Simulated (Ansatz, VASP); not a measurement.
**Two plane-wave programs on Ge**

INCAR

```
ALGO     = Normal         # electronic algorithm
EDIFF    = 1E-7           # SCF threshold, eV
EDIFFG   = -0.01          # ionic threshold
ENCUT    = 600            # plane-wave cutoff, eV
GGA      = PE             # functional
IBRION   = 2              # ionic algorithm
ISIF     = 3              # what is computed and relaxed
ISMEAR   = -1             # smearing method
LASPH    = T              # aspherical terms in the spheres
LCHARG   = F              # write CHGCAR
LREAL    = F              # projectors in reciprocal space
LWAVE    = F              # write WAVECAR
NELM     = 100            # most SCF steps
NSW      = 60             # ionic steps
PREC     = Accurate       # precision mode
SIGMA    = 0.05           # smearing width, eV
```

KPOINTS

```
k-points
0
Gamma
  10 10 10
```

Contents of POSCAR:

```
Ge
1.0
    2.7104700000      0.0000000000      0.0000000000
    0.0000000000      2.7104700000      0.0000000000
    0.0000000000      0.0000000000      2.7104700000
Ge
1
Direct
    0.0000000000      0.0000000000      0.0000000000
```

input.yaml

```yaml
crystal:
  lattice:
    - [2.71047, 0.0, 0.0]
    - [0.0, 2.71047, 0.0]
    - [0.0, 0.0, 2.71047]
  atoms:
    - { symbol: Ge, position: [0.0, 0.0, 0.0] }
hamiltonian:
  xc: pbe
  pseudopotentials: { kind: paw }
kpoints:
  mp_grid: { grid: [10, 10, 10] }
scf:
  occupations: { method: fermi_dirac, width: 0.05 }
output:
  forces: true
  stress: true
  eigenvalues: true
relax:
  f_tol: 0.01
  max_steps: 40
  cell: { stress_tol: 0.05 }
```

The cell was built by a generator and needn't be a form met in nature.

Alike in both runs: task relaxation of cell and atoms; functional PBE; k mesh 10 × 10 × 10; occupations fermi-dirac, width 0.05 eV; no spin polarisation.

|  | VASP | Ansatz |
| --- | --- | --- |
| version | VASP 6.6.1 | Ansatz 0.2.0 |
| potentials or method | VASP PAW PBE potentials, release 64 (Ge_d) | Ansatz PAW |
| plane-wave cutoff (eV) | 600 | 420 |
| valence electrons in the cell | 14 | 14 |

Ansatz gave:

| Quantity | Value |
| --- | --- |
| gap on the k mesh at the Fermi level, each at its own relaxed structure (eV) | none |
| relaxed volume (Å³/atom) | 19.77 |
| relaxed cell length with the largest relative difference (Å) | 2.704 |

Problem. What did VASP give for the same quantities?

Solution. gap on the k mesh at the Fermi level, each at its own relaxed structure (eV): none; relaxed volume (Å³/atom): 19.80; relaxed cell length with the largest relative difference (Å): 2.705.

A gap of «none» marks a metal or a gap that the smearing closes.

Caveats: the plane-wave basis is chosen anew once the cell has moved, so the energies of steps on either side of that aren't comparable (Ansatz).
